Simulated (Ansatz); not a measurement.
# Ta: response to strain

Aim: deform Ta (equal xx and yy strain of -1 %) and compute stress, forces and field gradients with LAPW, PAW and all-electron datasets made for the crystal.

Method: DFT PBE, scalar-relativistic, in Ansatz 0.2.0.

## Step 1: The starting structure

It takes space group Im-3m (No. 229, cubic). The conventional cell has a = 3.303 Å, b = 3.303 Å, c = 3.303 Å, α = 90.00°, β = 90.00°, γ = 90.00°. Ta (site symmetry m-3m) is surrounded by 8 Ta at 2.86 Å.

As a file:

```cif
data_structure
_symmetry_space_group_name_H-M 'Im-3m'
_symmetry_Int_Tables_number 229
_cell_length_a 3.3026
_cell_length_b 3.3026
_cell_length_c 3.3026
_cell_angle_alpha 90.000
_cell_angle_beta 90.000
_cell_angle_gamma 90.000
_cell_volume 36.02
loop_
_atom_site_label
_atom_site_type_symbol
_atom_site_symmetry_multiplicity
_atom_site_Wyckoff_symbol
_atom_site_fract_x
_atom_site_fract_y
_atom_site_fract_z
_atom_site_occupancy
Ta1 Ta 2 a 0.00000 0.00000 0.00000 1
```

The file gives the conventional cell by its symmetry; the runs use the cell typed in the input.

## Step 2: The deformed structure

Space group Im-3m before, I4/mmm after.

## Step 3: LAPW, all electrons

input.yaml reads:

```yaml
crystal:
  lattice:
    - [-1.6347672, 1.6347672, 1.65128]
    - [1.6347672, -1.6347672, 1.65128]
    - [1.6347672, 1.6347672, -1.65128]
  atoms:
    - { symbol: Ta, position: [0.0, 0.0, 0.0] }
kpoints:
  mp_grid: { grid: [17, 17, 17] }
  band_path:
    path:
      - [0.0, 0.0, 0.0]
      - [0.0, 0.0, 0.5]
      - [0.25, 0.25, 0.25]
      - [0.0, 0.5, 0.0]
      - [0.0, 0.0, 0.0]
      - [0.5, 0.5, -0.5]
      - [0.495025, 0.504975, -0.495025]
      - [-0.495025, 0.495025, 0.495025]
      - [0.0, 0.0, 0.0]
    npoints: 5
scf:
  occupations: { method: fermi_dirac, width: 0.08 }
hamiltonian:
  xc: pbe
  pseudopotentials: { kind: all_electron, lapw: { basis_error: 0.0005 } }
output:
  forces: true
  stress: true
  eigenvalues: true
```

Launch:

```bash
> ansatz run input.yaml --threads 1 --pin off --max-ram 3072MiB --backend cpu --events-out ev --progress --plain --runs-dir out
```

Standard output, shortened:

```text
LAPW: plane waves up to 8.695 Å⁻¹, error target 5.0e-4 eV per atom; small_component_spin mean_spin; Ta in spheres of 1.421 Å, 43 of its electrons in bands, Dirac shells []
[...]
Pseudopotentials: kind: all_electron
Pseudopotential: Ta, LAPW, valence charge 43, Koelling and Harmon's equation, gaussian nucleus
Functional definition: PBE
[...]
Crystal: 1 atoms, lattice volume = 17.652 Å³
Basis set: ecut = 288.0210041980073 eV, 201 PW (Γ), exchange–correlation at level 2
Bands: 26, of which v1, the nominal top of the filled ones, is band 22 counted from 1 (21 counted from 0)
Symmetry: 16 space group operations
Space group: I4/mmm (ITA 139), of the structure as read, at distance tolerance 2.6e-5 Å
k-points: 405 of 4913
[...]
SCF iter   1: F=—  HF=-424569.240045 eV  |F-HF|=—  |Δ(HF+E_count)|=         —  Δρ=2.60e-2  dr2=7.73e-2  ethr=1.79e-4  ⟨swp⟩=2.9  Hψ=65437  notcnv=0
[...]
the basis was enlarged: its passes take 719.9 KiB over the memory plan, 1 of 1 planned eigensolver slots
[...]
SCF iter   8: F=-424569.105459 eV  HF=-424569.105459 eV  |F-HF|=9.31e-10  |Δ(HF+E_count)|=   8.52e-8  Δρ=6.37e-6  dr2=2.62e-9  ethr=7.73e-10  ⟨swp⟩=2.6  Hψ=31771  notcnv=0
[...]
NSCF: frozen V_eff on 41 k-points
SCF converged after 8 iterations
Free energy (F): -424569.105459 eV
[...]
E sigma→0 (E₀):  -424569.091986 eV
Entropy (-TS):   -0.026946 eV (-26.946 meV/atom)
Fermi energy:    25.362410 eV
[...]
--- Forces (eV/Å), atoms counted from 1 ---
  atom   1  Ta     0.00000000     0.00000000     0.00000000
[...]
--- Stress (GPa, compression-positive) ---
        7.746093       0.000000       0.000000
        0.000000       7.746093      -0.000000
        0.000000      -0.000000       6.601910
  P = ⅓ Tr σ = 7.3647 GPa (73.647 kbar)
--- Band table (eV; the first three rows and the last of 405) ---
  k-point 0: bands = ["-368.9697", "-368.9695", "-368.9695", "-190.5319", "-190.5307", "-190.5139", "-190.5133", "-190.5133", "-41.6883", "-7.6062", "-7.6044", "-7.6044", "6.5606", "6.5607", "6.5607", "6.6151", "6.6177", "6.6177", "6.6699", "17.3847", "26.0482", "26.0482", "26.1777", [...]
[...]
```

It took 46 s on 1 thread of Arm Neoverse V2, shared host; peak memory 0.69 GiB.

Read from it: pressure 7.36 GPa; no gap.

## Step 4: Frozen-core PAW

input.yaml reads:

```yaml
crystal:
  lattice:
    - [-1.6347672, 1.6347672, 1.65128]
    - [1.6347672, -1.6347672, 1.65128]
    - [1.6347672, 1.6347672, -1.65128]
  atoms:
    - { symbol: Ta, position: [0.0, 0.0, 0.0] }
kpoints:
  mp_grid: { grid: [17, 17, 17] }
scf:
  occupations: { method: fermi_dirac, width: 0.08 }
hamiltonian:
  xc: pbe
  pseudopotentials: { kind: paw }
output:
  forces: true
  stress: true
  eigenvalues: true
  efg: { contact_densities: true }
```

Launch:

```bash
> ansatz run input.yaml --threads 1 --pin off --max-ram 3072MiB --backend cpu --events-out ev --progress --plain --runs-dir out
```

Standard output, shortened:

```text
Ta: output.efg is read without spin–orbit coupling, which moves field gradients at and beside such atoms by some per cent and up to a factor of two; PAW files take it under magnetization.noncollinear and magnetization.spin_orbit
[...]
Pseudopotentials: kind: paw
Pseudopotential: Ta, paw, valence charge 13, recommended cutoff 420 eV (normal)
Functional definition: PBE
[...]
Crystal: 1 atoms, lattice volume = 17.652 Å³
Basis set: ecut = 420 eV, 337 PW (Γ), exchange–correlation on 40×40×40 points (8 copies of the dense FFT grid, shifted against one another)
Bands: 11, of which v1, the nominal top of the filled ones, is band 7 counted from 1 (6 counted from 0)
Symmetry: 16 space group operations
Space group: I4/mmm (ITA 139), of the structure as read, at distance tolerance 2.6e-5 Å
k-points: 405 of 4913
[...]
SCF converged after 6 iterations
Free energy (F): -9932.250515 eV
[...]
E sigma→0 (E₀):  -9932.237070 eV
Entropy (-TS):   -0.026889 eV (-26.889 meV/atom)
Fermi energy:    19.073295 eV
[...]
--- Forces (eV/Å), atoms counted from 1 ---
  atom   1  Ta     0.00000000     0.00000000     0.00000000
[...]
--- Stress (GPa, compression-positive) ---
        7.849113       0.000000       0.000000
        0.000000       7.849113      -0.000000
        0.000000      -0.000000       6.706125
  P = ⅓ Tr σ = 7.4681 GPa (74.681 kbar)
--- PAW observables at the nuclei: V_zz in 10²¹ V/m², potentials from the cell's mean, atoms counted from 1 ---
  atom   1  Ta V_zz =    +0.789939   η = 0.0000   by run symmetry: allowed
            electrostatic potential = -14502.330769 V   contact ρ = 8154563.377382 e/Å³
--- Band table (eV; the first three rows and the last of 405) ---
  k-point 0: bands = ["-47.9483", "-13.8716", "-13.8697", "-13.8697", "11.0969", "19.7643", "19.7643", "19.8940", "23.0619", "23.2417", "33.6552"]
[...]
```

It took 4 s on 1 thread of Arm Neoverse V2, shared host; peak memory 0.39 GiB.

In short: pressure 7.47 GPa; no gap; Vzz Ta 0.79 (η = 0.00) (10²¹ V/m²).

## Step 5: All-electron PAW on datasets made for the crystal

Edit input.yaml of step 4 so:

```diff
@@ -13,3 +13,3 @@
   xc: pbe
-  pseudopotentials: { kind: paw }
+  pseudopotentials: { kind: all_electron, datasets: crystal }
 output:
```

Launch:

```bash
> ansatz run input.yaml --threads 1 --pin off --max-ram 3072MiB --backend cpu --events-out ev --progress --plain --runs-dir out
```

Standard output, shortened:

```text
[...]
Ta: output.efg is read without spin–orbit coupling, which moves field gradients at and beside such atoms by some per cent and up to a factor of two; PAW files take it under magnetization.noncollinear and magnetization.spin_orbit
[...]
Pseudopotentials: kind: all_electron
Pseudopotential: Ta, paw, valence charge 27, recommended cutoff 240 eV (normal), Koelling and Harmon's equation, gaussian nucleus
Functional definition: PBE
[...]
Crystal: 1 atoms, lattice volume = 17.652 Å³
Basis set: ecut = 240 eV, 141 PW (Γ), exchange–correlation on 30×30×30 points (8 copies of the dense FFT grid, shifted against one another)
Bands: 11, of which v1, the nominal top of the filled ones, is band 7 counted from 1 (6 counted from 0)
Symmetry: 16 space group operations
Space group: I4/mmm (ITA 139), of the structure as read, at distance tolerance 2.6e-5 Å
k-points: 405 of 4913
[...]
Fermi energy:    25.362444 eV
[...]
  The terms above E_closure are by the made datasets' own strengths, without shells solved beside the bands.
--- Forces (eV/Å), atoms counted from 1 ---
  atom   1  Ta     0.00000000     0.00000000    -0.00000000
[...]
--- Stress (GPa, compression-positive) ---
        7.747955       0.000000       0.000000
        0.000000       7.747955       0.000000
        0.000000       0.000000       6.603812
  P = ⅓ Tr σ = 7.3666 GPa (73.666 kbar)
  It holds what live shells' own plane waves past their cutoff add
--- PAW observables at the nuclei: V_zz in 10²¹ V/m², potentials from the cell's mean, atoms counted from 1 ---
  atom   1  Ta V_zz =    +0.755138   η = 0.0000   by run symmetry: allowed
            electrostatic potential = -14502.191394 V   contact ρ = 8150704.603044 e/Å³
--- Band table (eV; the first three rows and the last of 405) ---
  k-point 0: bands = ["-41.6882", "-7.6061", "-7.6043", "-7.6043", "17.3847", "26.0483", "26.0483", "26.1778", "29.3443"]
[...]
```

Run time: 25 s. Hardware: 1 thread of Arm Neoverse V2, shared host; peak memory 0.8 GiB.

Read from it: pressure 7.37 GPa; no gap; Vzz Ta 0.76 (η = 0.00) (10²¹ V/m²).

## Step 6: Stress and forces compared

Stress (GPa, compression positive):

| method | xx | yy | zz | yz | xz | xy |
| --- | --- | --- | --- | --- | --- | --- |
| LAPW | 7.75 | 7.75 | 6.60 | 0.00 | 0.00 | 0.00 |
| PAW | 7.85 | 7.85 | 6.71 | 0.00 | 0.00 | 0.00 |
| crystal datasets | 7.75 | 7.75 | 6.60 | 0.00 | 0.00 | 0.00 |

| method | pressure (GPa) | Vzz Ta (10²¹ V/m²) | SCF cycles, all passes |
| --- | --- | --- | --- |
| LAPW | 7.36 | – | 8 |
| PAW | 7.47 | 0.79 | 6 |
| crystal datasets | 7.37 | 0.76 | 7 |

## Step 7: What came out

| quantity | value |
| --- | --- |
| pressure | LAPW 7.36, PAW 7.47, crystal datasets 7.37 GPa |
| largest shear or deviatoric stress (LAPW) | 0.76 GPa |

The largest part of the stress beyond the pressure is 0.76 GPa in size, in the zz component. No run of the undeformed cell stands beside it, so the pressure holds what the given cell had before the change. PAW: stress within 0.10 GPa of LAPW. Crystal datasets: stress within 0.01 GPa of LAPW. Spin-orbit coupling is left out, though the cell holds Ta; in elements this heavy it can shift bands and gaps by tenths of an eV.
